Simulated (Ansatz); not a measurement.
TiSe (P6_3/mmc)

The calculation used Ansatz, DFT PBEsol, scalar-relativistic, plane waves, PAW.

Settings: cutoff 420 eV, Γ-centred mesh 12×12×8 on the computed 4-atom cell, Gaussian smearing of 0.10 eV; no spin polarisation.

The structure is relaxed at this level of theory with its symmetry kept. Whether it is the stable form of this composition wasn't checked.

It takes space group P6_3/mmc (No. 194, hexagonal). Conventional cell: a = 3.358 Å, b = 3.358 Å, c = 6.755 Å, α = 90.00°, β = 90.00°, γ = 120.00°. Ti (site symmetry -3m) is surrounded by 6 Se at 2.57 Å. Se (site symmetry -6m2) is surrounded by 6 Ti at 2.57 Å.

| Quantity | Value |
| --- | --- |
| Volume per atom | 16.49 Å³ |
| Formation energy from the elements' standard states (uncorrected) | -1.206 eV/atom |
| Kohn–Sham band gap | none (metal) |
| Density of states at the Fermi level | 2.50 states/eV per cell |
| Löwdin character within 0.5 eV of the Fermi level | Ti 3d 91 % |
| Bulk modulus | 124 GPa |
| Its pressure derivative | 4.4 |
| Bader charges (e) | Ti (2 in the cell) 1.25, Se (2 in the cell) -1.25 |

A ferromagnetic start lost its moments in a first run, so spin was left out; other magnetic orders weren't tried.